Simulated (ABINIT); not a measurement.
**TiB2: single point with PBEsol**

Crystal: TiB2.

```
CELL_PARAMETERS angstrom
3.02920 0.00000 0.00000
-1.51460 2.62336 0.00000
0.00000 0.00000 3.22840
ATOMIC_POSITIONS crystal
Ti 0.99663 0.98608 0.98473
B 0.65640 0.31348 0.50274
B 0.33149 0.66649 0.49409
```

The cell isn't the ideal one: atoms moved at random.

* Program: ABINIT 10.8.3 (patched build)
* Task: single point
* Functional: PBEsol
* Potentials or basis: JTH PAW PBE v2.0
* Cutoff: 354 eV
* k mesh: 8 × 8 × 6
* Occupations: fermi-dirac, width 0.05 eV
* Spin: no spin polarisation
* Fine-grid cutoff: 707.496 eV

```
Pressure               : -3.8 GPa
Largest force          : 0.995 eV/Å
Band gap on the k mesh : none (metal or under the smearing width)
```

Forces in eV/Å, atoms in the order of the input:
```
Ti  -0.208  0.140  0.619
B    0.043  0.830 -0.477
B    0.165 -0.970 -0.142
```

Stress tensor (GPa, compression positive):
```
-3.91  0.04 -0.16
 0.04 -1.27  0.10
-0.16  0.10 -6.08
```

Levels at points of the mesh, in eV from the Fermi level:
| k point | band 7 | band 8 | band 9 | band 10 | band 11 | band 12 |
| --- | --- | --- | --- | --- | --- | --- |
| (0.00, 0.00, 0.00) | -2.53 | -2.43 | -1.99 | 1.83 | 1.89 | 3.50 |
| (0.50, 0.00, 0.00) | -3.35 | -3.32 | -2.34 | 1.33 | 2.74 | 3.22 |
| (0.00, 0.50, 0.00) | -3.16 | -3.12 | -2.30 | 1.30 | 2.73 | 3.03 |
| (0.50, 0.50, 0.00) | -3.36 | -3.34 | -2.35 | 1.33 | 2.74 | 3.22 |
| (0.00, 0.00, 0.50) | -0.96 | -0.39 | -0.27 | -0.05 | 0.43 | 0.50 |
| (0.50, 0.00, 0.50) | -4.69 | -3.82 | -3.22 | 2.47 | 2.92 | 4.44 |
| (0.00, 0.50, 0.50) | -4.62 | -4.01 | -3.02 | 2.44 | 2.91 | 4.46 |
| (0.50, 0.50, 0.50) | -4.71 | -3.81 | -3.24 | 2.47 | 2.92 | 4.45 |

Run time: 18 s on 1 thread of AMD EPYC 9R45 96-Core Processor (Zen 5), on a shared host, peak memory 0.12 GiB.

Caveat: the PAW data sets were made with another functional, which shifts forces and pressure a little; the atomic spheres overlap.
